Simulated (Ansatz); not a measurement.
# AlAs: response to equal strain of all cell vectors

The task here is to estimate one member of a computed series from the others.

Method: DFT PBEsol, scalar-relativistic, plane waves, PAW, in Ansatz 0.2.0.

2 further runs of the same task are left out: 2 set aside as unsound or not needed.

## Starting point

Symmetry: F-43m, No. 216, cubic system. The conventional cell has a = 5.676 Å, b = 5.676 Å, c = 5.676 Å, α = 90.00°, β = 90.00°, γ = 90.00°. Al (site symmetry -43m) is surrounded by 4 As at 2.46 Å. As (site symmetry -43m) has 4 Al at 2.46 Å as nearest neighbours.

Structure file:

```xyz
4
Lattice="2.8379 2.8379 0.0000 -2.8379 2.8379 0.0000 0.0000 0.0000 5.6758" Properties=species:S:1:pos:R:3 pbc="T T T"
Al    0.0000    0.0000    0.0000
Al    0.0000    2.8379    2.8379
As    1.4190    1.4190    1.4190
As   -1.4190    1.4190    4.2569
```

It goes back to an entry of the Materials Project.

Set-up of the first run:

File input.yaml:

```yaml
crystal:
  lattice:
    - [2.8379008005, 2.8379008005, 0.0]
    - [-2.8379008005, 2.8379008005, 0.0]
    - [0.0, 0.0, 5.675801601]
  atoms:
    - { symbol: Al, position: [0.0, 0.0, 0.0] }
    - { symbol: Al, position: [0.5, 0.5, 0.5] }
    - { symbol: As, position: [0.5, 0.0, 0.25] }
    - { symbol: As, position: [0.0, 0.5, 0.75] }
basis:
  ecutwfc: 420
kpoints:
  mp_grid: { grid: [8, 8, 6] }
hamiltonian:
  xc: pbesol
scf:
  occupations: { method: gaussian, width: 0.02 }
output:
  forces: true
  stress: true
  eigenvalues: true
```

Command:

```sh
$ ansatz run input.yaml --threads 1 --pin off --max-ram 2560MiB --backend cpu --events-out ev --progress --plain --runs-dir out
```

Steps of the session up to this table: Zero strain; The gap over the whole zone; Strain -2.0 %; Band edges over the zone at -2.0 %; The cell strained by +2.0 %; Band edges over the zone at +2.0 %; Strain -4.0 %; The gap over the whole zone at -4.0 %; Strain +4.0 %; The gap over the whole zone at +4.0 %; Strain -6.0 %; The gap over the whole zone at -6.0 %; At +6.0 %; Seeking the band edges at +6.0 %.

One of the session's tables, all rows but one given; the rest of the session is left out.

| strain (%) | ΔE (meV/atom) | a (Å) | b (Å) | c (Å) | gap (eV) |
| --- | --- | --- | --- | --- | --- |
| -6.0 | 202.0 | 3.773 | 3.773 | 5.335 | 0.98 |
| -4.0 | ? | ? | ? | ? | ? |
| -2.0 | 19.4 | 3.933 | 3.933 | 5.562 | 1.24 |
| +0.0 | 0.0 | 4.013 | 4.013 | 5.676 | 1.34 |
| +2.0 | 17.7 | 4.094 | 4.094 | 5.789 | 1.44 |
| +4.0 | 65.7 | 4.174 | 4.174 | 5.903 | 1.03 |
| +6.0 | 138.3 | 4.254 | 4.254 | 6.016 | 0.63 |

Estimate the missing values for strain (%) = -4.0.

Worked estimate for «ΔE (meV/atom)». A straight line through the neighbours (-6.0, 202.0) and (-2.0, 19.4) gives 202.0 + (19.4 − 202.0) × (-4.0 + 6.0) / (-2.0 + 6.0) = 110.7; a parabola fitted to 3 rows on both sides gives 86.7.

The run gave: ΔE (meV/atom): 83.7; a (Å): 3.853; b (Å): 3.853; c (Å): 5.449; gap (eV): 1.11. In «ΔE (meV/atom)» the line misses by +27.0 and the parabola by +3.0.

ΔE is over the unstrained cell. Stress in GPa, positive in compression, on the Cartesian axes of the input. Gaps are Kohn-Sham gaps over the whole zone.

To keep in mind: The gap runs from 0.98 eV at -6.0 % through 1.34 to 0.63 eV at +6.0 %.
